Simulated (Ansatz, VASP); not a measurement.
# SiC in VASP and in Ansatz

The input POSCAR:

```
SiC
1.0
    0.0000000000      2.1780497569      2.1780497569
    2.1780497569      0.0000000000      2.1780497569
    2.1780497569      2.1780497569      0.0000000000
Si C
1 1
Direct
    0.2500000000      0.2500000000      0.2500000000
    0.0000000000      0.0000000000      0.0000000000
```

Contents of INCAR.step1:

```
SYSTEM = SiC
  ALGO = Normal
  EDIFF = 1E-4
  ENCUT = 520
  GGA = PE
  ISMEAR = 0
  LASPH = .TRUE.
  LCHARG = .FALSE.
  LREAL = .FALSE.
  LWAVE = .TRUE.
  NBANDS = 11
  NELM = 100
  PREC = Accurate
  SIGMA = 0.01
```

Contents of INCAR.step2:

```
SYSTEM = SiC
  ALGO = Normal
  EDIFF = 1E-7
  ENCUT = 520
  ISIF = 2
  ISMEAR = 0
  ISTART = 1
  LASPH = .TRUE.
  LCHARG = .TRUE.
  LELF = .TRUE.
  LMIXTAU = .TRUE.
  LREAL = .FALSE.
  LVHAR = .TRUE.
  LWAVE = .FALSE.
  METAGGA = R2SCAN
  NBANDS = 11
  NELM = 100
  PREC = Accurate
  SIGMA = 0.01
```

The input KPOINTS:

```
k-points
0
G
  10 10 10
  0 0 0
```

Input for Ansatz:

```yaml
crystal:
  lattice:
    - [0.0, 2.1780497569, 2.1780497569]
    - [2.1780497569, 0.0, 2.1780497569]
    - [2.1780497569, 2.1780497569, 0.0]
  atoms:
    - { symbol: Si, position: [0.25, 0.25, 0.25] }
    - { symbol: C, position: [0.0, 0.0, 0.0] }
kpoints:
  mp_grid: { grid: [10, 10, 10] }
  band_path:
    path:
      - [0.0, 0.0, 0.0]
      - [-0.5, -0.5, 0.0]
      - [-0.375, -0.375, 0.25]
      - [-0.375, 0.0, 0.375]
      - [0.0, 0.0, 0.5]
      - [-0.5, -0.25, 0.25]
      - [0.0, 0.5, 0.5]
    npoints: 1
hamiltonian:
  xc: r2scan
scf:
  occupations: { method: fixed }
  n_extra_bands: 4
output:
  forces: true
  stress: true
  eigenvalues: true
```

Alike in both runs: task single point; functional r2SCAN; k mesh 10 × 10 × 10; no spin polarisation.

|  | VASP | Ansatz |
| --- | --- | --- |
| version | VASP 6.6.1 | Ansatz 0.2.0 |
| potentials or method | VASP PAW PBE potentials, release 64 (Si, C) | plane waves, PAW |
| plane-wave cutoff (eV) | 520 | 500 |
| occupations | gaussian, width 0.01 eV | fixed |
| valence electrons in the cell | 8 | 8 |

|  | VASP | Ansatz | Ansatz less VASP |
| --- | --- | --- | --- |
| gap on the k mesh at the Fermi level (eV) | 1.72 | 1.71 | -0.011 |
| pressure (GPa) | -0.1 | 0.0 | +0.18 |

Caveats: the PAW data sets were made with another functional, which shifts forces and pressure a little (VASP). A k mesh can miss the band edges. r2SCAN opens gaps a little over a GGA but as a rule still falls short of measured ones.
